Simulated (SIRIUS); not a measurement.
H:

```
H
1.0
    -1.69153    1.69153    2.05847
     1.69153   -1.69153    2.05847
     1.69153    1.69153   -2.05847
H
2
Direct
  0.09014 0.09014 0.00000
  0.90986 0.90986 0.00000
```

| Quantity | Value |
| --- | --- |
| Program | SIRIUS 7.10.0 |
| Task | single point |
| Functional | PBE |
| Potentials or basis | PseudoDojo 0.4.1 PBE standard (scalar relativistic) |
| Cutoff | 983 eV |
| Density cutoff | 3932 eV |
| k mesh | 11 × 11 × 11 |
| Occupations | fermi-dirac, width 0.05 eV |
| Spin | no spin polarisation |

On this cell: pressure 0.7 GPa; largest force 0.231 eV/Å; band gap on the k mesh 9.06 eV.

The same run follows on a disturbed copy (atoms moved at random, drawn with an rms of 0.05 Å):

```
H
1.0
    -1.69153    1.69153    2.05847
     1.69153   -1.69153    2.05847
     1.69153    1.69153   -2.05847
H
2
Cartesian
  0.0147 -0.0166 0.3577
  0.0944 0.0250 3.7356
```

**Question.** What does the disturbed cell give?

**Answer.** The energy moves by -0.1 meV/atom; pressure 0.6 GPa; largest force 0.148 eV/Å; band gap on the k mesh 8.82 eV.

Forces on the atoms (eV/Å):
```
H   -0.012 -0.006  0.147
H    0.012  0.006 -0.147
```

Stress tensor (GPa, compression positive):
```
 0.33  0.01 -0.06
 0.01  0.33 -0.03
-0.06 -0.03  1.13
```

Caveats: an odd mesh through Γ misses points on the zone boundary, where band edges often lie.
